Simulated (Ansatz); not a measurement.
# MgS (Niningerite) (Fm-3m) in Ansatz: a series of runs

One crystal, MgS (Niningerite), is run at these levels: PBEsol; tasks: phonons, elastic constants, Born charges and dielectric tensor.

All numbers are computed with Ansatz 0.2.0; they aren't measurements. Logs are shortened: lines on timing, memory, paths and dates and some standing lists are left out, and cuts for length are marked.

**1. The crystal as given**

The structure is cubic, space group Fm-3m (No. 225). The conventional cell has a = 5.203 Å, b = 5.203 Å, c = 5.203 Å, α = 90.00°, β = 90.00°, γ = 90.00°. S (site symmetry m-3m) is surrounded by 6 Mg at 2.60 Å. Mg (site symmetry m-3m) is surrounded by 6 S at 2.60 Å.

**2. Phonons, PBEsol**

The input, input.yaml:

```yaml
crystal:
  lattice:
    - [0.0, 2.60165, 2.60165]
    - [2.60165, 0.0, 2.60165]
    - [2.60165, 2.60165, 0.0]
  atoms:
    - { symbol: S, position: [0.5, 0.5, 0.5] }
    - { symbol: Mg, position: [0.0, 0.0, 0.0] }
hamiltonian:
  xc: pbesol
  pseudopotentials: { kind: paw }
kpoints:
  mp_grid: { grid: [8, 8, 8] }
scf:
  occupations: { method: fixed }
phonons:
  method: dfpt
  dielectric: true
  rigid_motions: translations
  qmesh: [2, 2, 2]
  temperatures: { t_max: 1000, t_step: 100 }
  qpath:
    path:
      - [[0.0, 0.0, 0.0], [0.5, 0.0, 0.5], [0.5, 0.25, 0.75], [0.375, 0.375, 0.75], [0.0, 0.0, 0.0], [0.5, 0.5, 0.5], [0.625, 0.25, 0.625], [0.5, 0.25, 0.75], [0.5, 0.5, 0.5], [0.375, 0.375, 0.75]]
      - [[0.625, 0.25, 0.625], [0.5, 0.0, 0.5]]
    npoints: 8
```

Potentials or basis: Ansatz PAW.

Launch:

```bash
ansatz run input.yaml --threads 2 --pin off --max-ram 5632MiB --backend cpu --events-out ev --progress --plain --runs-dir out
```

The log of the run:

```text
Warning: RAYON_NUM_THREADS=2 ignored (pool sized by the plan → 2); use --threads N
Engine: ansatz 0.2.0, aarch64-unknown-linux-gnu
Pseudopotentials: kind: paw
Pseudopotential: S, paw, valence charge 6, recommended cutoff 420 eV (normal), S.paw.azcp
Pseudopotential: Mg, paw, valence charge 10, recommended cutoff 420 eV (normal), Mg.paw.azcp
Functional definition: PBEsol
  exchange = pbesol_x
  correlation = pbesol_c
Crystal: 2 atoms, lattice volume = 35.219 Å³
Basis set: ecut = 420 eV, 701 PW (Γ), exchange–correlation on 50×50×50 points (8 copies of the dense FFT grid, shifted against one another)
Bands: 12, of which v1, the nominal top of the filled ones, is band 8 counted from 1 (7 counted from 0)
Symmetry: 48 space group operations
k-points: 59 of 512 (irreducible under 8 space group operations, time reversal used)
Non-local potential: S, projectors of the file, l = 0: 2, l = 1: 2, l = 2: 2
Non-local potential: Mg, projectors of the file, l = 0: 3, l = 1: 2, l = 2: 1
PAW form: soft (Blöchl's): semilocal exchange-correlation on the pseudo side does not see the compensation charge
PAW frozen core: S, regenerated for the run's functional, and the local potential with it (the file was generated under x = pbe(κ = 0.804, μ = 0.2195149727645171), c = pbe(β = 0.06672455060314922))
PAW frozen core: Mg, regenerated for the run's functional, and the local potential with it (the file was generated under x = pbe(κ = 0.804, μ = 0.2195149727645171), c = pbe(β = 0.06672455060314922))
PAW one-centre angular grid: S, 110 points (default); XC on 64 Gauss nodes
PAW one-centre angular grid: Mg, 110 points (default); XC on 64 Gauss nodes
Initial density: superposition of atomic densities (neutral atoms: chi_scale 0, normalization atom), corrected by the library's trained network
Initial wavefunctions: pseudopotential atomic-orbital guess
Functional: x = pbesol(κ = 0.804, μ = 0.12345679012345678), c = pbesol(β = 0.046)
SCF iter   1: F=—  HF=-2799.919432 eV  |F-HF|=—  |Δ(HF+E_count)|=         —  Δρ=3.74e-3  dr2=6.84e-3  ethr=1.77e-3  ⟨swp⟩=5.4  Hψ=3811  notcnv=0  defer=100
preconditioner: auto → none  [insulator: Δε(μ)=2.637 eV  Ē_g=11.644 eV  n_scr=8 (ndim 8)  ℏωp=17.7 eV  f_vac=0.000  ε∞_Penn≈3.3]
SCF iter   2: F=—  HF=-2799.916384 eV  |F-HF|=—  |Δ(HF+E_count)|=   3.05e-3  Δρ=1.17e-3  dr2=3.63e-4  ethr=4.27e-5  ⟨swp⟩=2.0  Hψ=1522  notcnv=0  defer=111
SCF iter   3: F=—  HF=-2799.916375 eV  |F-HF|=—  |Δ(HF+E_count)|=   9.19e-6  Δρ=3.57e-4  dr2=2.35e-5  ethr=2.27e-6  ⟨swp⟩=2.2  Hψ=1192  notcnv=0  defer=111
SCF iter   4: F=—  HF=-2799.916384 eV  |F-HF|=—  |Δ(HF+E_count)|=   8.92e-6  Δρ=4.70e-5  dr2=8.70e-7  ethr=1.47e-7  ⟨swp⟩=1.0  Hψ=708  notcnv=0
SCF iter   5: F=—  HF=-2799.916384 eV  |F-HF|=—  |Δ(HF+E_count)|=   1.15e-7  Δρ=6.25e-6  dr2=1.18e-8  ethr=5.44e-9  ⟨swp⟩=2.1  Hψ=952  notcnv=0
SCF iter   6: F=—  HF=-2799.916384 eV  |F-HF|=—  |Δ(HF+E_count)|=  4.05e-11  Δρ=2.59e-6  dr2=4.08e-9  ethr=7.39e-11  ⟨swp⟩=2.0  Hψ=938  notcnv=0
SCF iter   7: F=—  HF=-2799.916384 eV  |F-HF|=—  |Δ(HF+E_count)|=   1.31e-9  Δρ=7.55e-7  dr2=3.19e-10  ethr=2.55e-11  ⟨swp⟩=2.0  Hψ=857  notcnv=0
SCF iter   8: F=-2799.916384 eV  HF=-2799.916384 eV  |F-HF|=5.91e-12  |Δ(HF+E_count)|=  1.07e-10  Δρ=1.26e-7  dr2=6.68e-12  ethr=1.00e-12  ⟨swp⟩=7.0  Hψ=3699  notcnv=0
SCF 1 converged in 8 iterations: F = -2799.916384 eV  dr2 = 6.68e-12
DFPT response loops at Γ: preconditioner auto → none (the input reference at scf.mixing.eps_inf says where Resta's filter doesn't serve); β = 0.50; Broyden in place of MSR1
── the response to a field inside a basis, on 8×8×8 k-points: an SCF that follows is theirs, and a resumed run solves both again ──
Bands: 9, of which v1, the nominal top of the filled ones, is band 8 counted from 1 (7 counted from 0)
k-points: 60 of 512 (irreducible under 12 space group operations)
Initial density: handed on by an earlier stage of this run
Initial wavefunctions: pseudopotential atomic-orbital guess (no wavefunctions were taken with the density)
Eigensolver: Dense (60 Hₖ)
SCF iter   1: F=—  HF=-2799.915293 eV  |F-HF|=—  |Δ(HF+E_count)|=         —  Δρ=1.16e-4  dr2=8.08e-7  ethr=1.00e-1
preconditioner: auto → none  [insulator: Δε(μ)=2.906 eV  Ē_g=9.343 eV  n_scr=8 (ndim 8)  ℏωp=17.7 eV  f_vac=0.000  ε∞_Penn≈4.6]
SCF iter   2: F=—  HF=-2799.915294 eV  |F-HF|=—  |Δ(HF+E_count)|=   1.86e-6  Δρ=5.86e-5  dr2=1.64e-7  ethr=5.05e-9
SCF iter   3: F=-2799.915295 eV  HF=-2799.915295 eV  |F-HF|=1.31e-8  |Δ(HF+E_count)|=   6.68e-7  Δρ=9.90e-6  dr2=1.29e-8  ethr=1.03e-9
SCF 1 converged in 3 iterations: F = -2799.915295 eV  dr2 = 1.29e-8
DFPT response loops at Γ: mixed as the last ones told, above
NSCF: frozen V_eff on 29 k-points
NSCF: frozen V_eff on 300 k-points
DFPT response loops at q = (0, 0, -0.5) (fractional): preconditioner auto → Resta (q_TF=auto, 2.392 Å⁻¹)  ε∞=4.7 (no band partly filled); β = 1.00, the filter's whole step (`scf.mixing.beta` (0.50) is not read by the response loops at its default; to damp them type it under 1.00, their step now; it binds the ground state too); Broyden in place of MSR1
NSCF: frozen V_eff on 190 k-points
DFPT response loops at q = (0, -0.5, -0.5) (fractional): mixed as the last ones told, above
SCF converged after 8 iterations
Free energy (F): -2799.916384 eV
Harris-Foulkes:  -2799.916384 eV  (|F-HF|=5.91e-12)
Internal energy: -2799.916384 eV  (E = F + TS)
E sigma→0 (E₀):  -2799.916384 eV
Fermi energy:    6.334211 eV
--- Per-component energies (eV) ---
  E_band       = -330.840816
  E_kinetic    = 184.837445
  E_local      = -1665.698286  (includes V_loc(G=0)·N_el)
  E_nonlocal   = 124.249768
  E_hartree    = 592.315700
  E_xc         = -126.292158
  E_vxc        = -126.550505  (∫ρ·V_xc dr)
  E_paw        = -865.709643  (= ΣΔE_a)
  E_vpaw       = -32.310625  (= ΣTr[D̂ρ^β])
  E_aug_tail   = -0.000001  (compensation charges beyond the density's cutoff)
  E_ewald      = -1043.740020
  E_core_change = 0.120812  (= ΣΔE_core)
  E_smearing   = -0.000000  (= −TS)
  E_closure    = 0.000000  (closes the sum)
  Σ components = -2799.916384   (vs F -2799.916384, Δ=0.00e0)
--- Band table (eV; the first three rows and the last of 59) ---
  k-point 0: bands = ["-67.9865", "-34.9267", "-34.9267", "-34.9267", "-6.3463", "6.3342", "6.3342", "6.3342", "9.9280", "14.1474", "14.1474", "14.1474"]
  k-point 1: bands = ["-67.9865", "-34.9277", "-34.9269", "-34.9269", "-6.1927", "5.2659", "6.2316", "6.2316", "10.7384", "13.8271", "14.3971", "14.3971"]
  k-point 2: bands = ["-67.9864", "-34.9302", "-34.9272", "-34.9272", "-5.7768", "3.4885", "6.0082", "6.0082", "11.1588", "14.0362", "14.0362", "14.5252"]
  k-point 58: bands = ["-67.9861", "-34.9311", "-34.9311", "-34.9294", "-4.5967", "3.0585", "3.0585", "3.9438", "11.5331", "14.1475", "14.1475", "14.2927"]
--- Phonons (Γ-DFPT): 2 representative perturbations + reference, on 59 of 512 k-points (Σ response iterations 6) ---
  k mesh reduced under 8 symmetry operations, with k and −k counted as one. Each operation leaves every solved perturbation unchanged. A smaller set is not considered because the run solves the response to a homogeneous field
  ASR residual: 1.202e-4 → 0.000e0 eV/Å²; symmetrization residual: 6.314e-8 eV/Å²
  ASR residual per site (eV/Å²): 1.20e-4 6.64e-5
  Γ frequencies (cm⁻¹): 0.00 0.00 0.00 234.21 234.21 234.21
  ε∞ (high-frequency dielectric tensor):
        5.529115     0.000000     0.000000
        0.000000     5.529115    -0.000000
        0.000000    -0.000000     5.529115
  ε⁰ (static dielectric tensor: ions relaxed, cell fixed):
       15.464232     0.000000     0.000000
        0.000000    15.464232    -0.000000
        0.000000    -0.000000    15.464232
  ε⁰ − ε∞ (ionic part):
        9.935117     0.000000     0.000000
        0.000000     9.935117    -0.000000
        0.000000    -0.000000     9.935117
  softest optical mode at Γ: 234.21 cm⁻¹; the repairs (sum rule, projections) moved no ω² at Γ by more than (1.01 cm⁻¹)²
  Born effective charges Z* (e; rows j = field, columns β = displacement):
    site 0:
        -2.32217    0.00000   -0.00000
        -0.00000   -2.32217    0.00000
         0.00000    0.00000   -2.32217
    site 1:
         2.32217   -0.00000    0.00000
         0.00000    2.32217   -0.00000
        -0.00000   -0.00000    2.32217
  Z* charge neutrality: 2.505e-4 e pre-enforcement
  solved inside a basis spanned on kpoints, on 8×8×8 k-points, its susceptibility summed on 12×12×12: ε∞ is read to err by 1.4e-2, Z* by 1.1e-2 e (field_mesh: kpoints solves on kpoints); Z* is corrected for what the basis lacks
  optical modes at Γ without the LO–TO term, one row a degenerate level:
      ω (cm⁻¹)  modes    IR ((D/Å)²/amu)
        234.21      3            26.9974
  optical modes at Γ + LO–TO along q̂ = [1.0000, 0.0000, 0.0000]:
      ω (cm⁻¹)  modes    IR ((D/Å)²/amu)
        234.21      2            17.9983
        391.69      1             8.9991
  optical modes at Γ + LO–TO along q̂ = [0.0000, 1.0000, 0.0000]:
      ω (cm⁻¹)  modes    IR ((D/Å)²/amu)
        234.21      2            17.9983
        391.69      1             8.9991
  optical modes at Γ + LO–TO along q̂ = [0.0000, 0.0000, 1.0000]:
      ω (cm⁻¹)  modes    IR ((D/Å)²/amu)
        234.21      2            17.9983
        391.69      1             8.9991
--- Phonons (arbitrary-q DFPT): 3 irreducible q on the 2×2×2 mesh ---
  q = [0.0000, 0.0000, 0.0000] (star 1, of the zone-centre solve; hermiticity 4.53e-8, symmetrization 2.11e-13): -0.00 0.00 0.00 234.21 234.21 234.21
  q = [0.0000, 0.0000, -0.5000] (star 4, 2 solved perturbations on 150 of 512 k-point pairs; hermiticity 1.15e-13, symmetrization 1.13e-12): 173.97 173.97 198.44 198.44 288.58 357.81
  q = [0.0000, -0.5000, -0.5000] (star 3, 4 solved perturbations in 308 linear systems a pass and spin channel, the states on 95 of 512 k-point pairs; hermiticity 7.91e-7, symmetrization 3.95e-13): 123.68 123.68 181.22 260.53 260.53 296.15
  sum rule: each row above includes the acoustic sum rule's correction from the zone centre's row sums; it moved no ω² by more than (1.01 cm⁻¹)²
  mesh force constants: q→R imaginary residual 2.89e-17; ASR residual 1.202e-4 → 0.000e0 eV/Å²; symmetrization residual 5.329e-15 eV/Å²
  interpolated dispersion: 83 rows × 6 modes
  density of states and harmonic sums: on the 20×20×20 q-mesh, interpolated from the force constants of a 2×2×2 supercell (with the dipole–dipole term)
  largest difference from the sums on the solved wave vectors: F 4.97e-2 eV, S 8.22e-5 and C_V 3.21e-5 eV/K
  zero-point energy: 0.081479 eV/cell   skipped modes (ω ≤ 0): 3   left out of the sums: 6.25e-5 of the cell's modes: C_V's classical limit lies that fraction below 3 k_B per atom; for a crystal, a wire or a layer, F and S can be off by more, and a phonons.interpolated_qmesh denser along its periods is the remedy for the sampling
```

Run time: 26 s. Hardware: 2 threads of Arm Neoverse V1, shared host; peak memory 0.48 GiB.

Results:

```yaml
Free_energy: -2799.9164 eV
Band_gap_on_the_k_mesh: 2.70 eV, indirect (least direct gap 3.59 eV)
Electronic_dielectric_tensor_diagonal: 5.53
Born_charges_mean_of_the_diagonal: S -2.32; Mg +2.32 e
Highest_phonon_frequency_LO-TO_splitting_left_out: 358 cm⁻¹
Static_dielectric_tensor_diagonal: 15.46
```

Phonon frequencies in cm⁻¹ (negative: imaginary):
```
                q point              frequencies
  (0.000, 0.000, 0.000)        0 0 0 234 234 234
 (0.000, 0.000, -0.500)  174 174 198 198 289 358
(0.000, -0.500, -0.500)  124 124 181 261 261 296
```

Electronic dielectric tensor:
```
5.53 0.00 0.00
0.00 5.53 0.00
0.00 0.00 5.53
```

Born effective charge tensors (e):
atom 1, S
```
-2.32  0.00  0.00
 0.00 -2.32  0.00
 0.00  0.00 -2.32
```
atom 2, Mg
```
2.32 0.00 0.00
0.00 2.32 0.00
0.00 0.00 2.32
```

Static dielectric tensor, electrons and zone-centre modes:
```
15.46  0.00  0.00
 0.00 15.46  0.00
 0.00  0.00 15.46
```

Caveat: the q mesh is small, so phonon branches between its points and thermal values are rough; the PAW data sets come from PBE, with cores solved anew for the run's functional, which leaves a small shift of forces and pressure. Expect the measured gap to be larger: semilocal functionals such as PBEsol lack the derivative discontinuity.

(Continued in part 2 of 2.)
